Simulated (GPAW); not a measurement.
Wanted: an ASE script for a GPAW 26.7.0 run.

```yaml
Task: band structure
Functional: optB88-vdW
Potentials_or_basis: GPAW PAW data sets (gpaw-data 1.2.1)
Cutoff: 600 eV
Basis: pw
k_mesh: 8 × 8 × 8
Occupations: fermi-dirac, width 0.05 eV
Spin: no spin polarisation
Maxiter: 150
older_calculator_legacy_gpaw: yes
Band_path: GXWKGLUWLK,UX
Band_points: 100
```

The structure of Si lies in POSCAR:

```
Si
1.0
    0.0000000000      2.7218511865      2.7218511865
    2.7218511865      0.0000000000      2.7218511865
    2.7218511865      2.7218511865      0.0000000000
Si
2
Direct
    0.5000000000      0.5000000000      0.5000000000
    0.7500000000      0.7500000000      0.7500000000
```

One way to write it, as run:

run.py

```python
from ase.dft.bandgap import bandgap
from ase.io import read, write
from gpaw import GPAW, PW

atoms = read('POSCAR')

calc = GPAW(mode=PW(600),
            xc={'name': 'optB88-vdW', 'backend': 'libvdwxc'},
            kpts={'size': (8, 8, 8), 'gamma': True},
            occupations={'name': 'fermi-dirac', 'width': 0.05},
            nbands=11,
            convergence={'density': 1e-05, 'energy': 1e-05},
            maxiter=150,
            legacy_gpaw=True,
            txt='gpaw.txt')
atoms.calc = calc
energy = atoms.get_potential_energy()
forces = atoms.get_forces()
calc.write('gs.gpw')
write('result.traj', atoms)
print(f'Energy: {energy:.6f} eV')
print('Forces (eV/A):')
print(forces.round(4))
print('Fermi level:', round(calc.get_fermi_level(), 4), 'eV')
print(f'Gap: {bandgap(calc)[0]:.4f} eV, direct: {bandgap(calc, direct=True)[0]:.4f} eV')

path = atoms.cell.bandpath('GXWKGLUWLK,UX', npoints=100, eps=1e-4)
bs_calc = calc.fixed_density(kpts=path, symmetry='off', nbands=21,
                             convergence={'bands': 'CBM+6.0', 'eigenstates': 1e-6}, txt='bands.txt')
bs = bs_calc.band_structure()
bs.write('bs.json')
print(f'Gap on the path: {bandgap(bs_calc)[0]:.4f} eV')
```

Potentials or basis: GPAW PAW data sets (gpaw-data 1.2.1), pw.

Command:

```sh
$ OMP_NUM_THREADS=1 python run.py
```

Results of the run:

```
Band gap on the k mesh  : 0.72 eV, indirect (least direct gap 2.64 eV)
Band gap along the path : 0.68 eV, indirect (least direct gap 2.64 eV)
```

Caveat: the PAW data sets were made with another functional, which shifts forces and pressure a little.

Wall time 32 s on 1 thread of Arm Neoverse V1, on a shared host, peak memory 0.26 GiB.
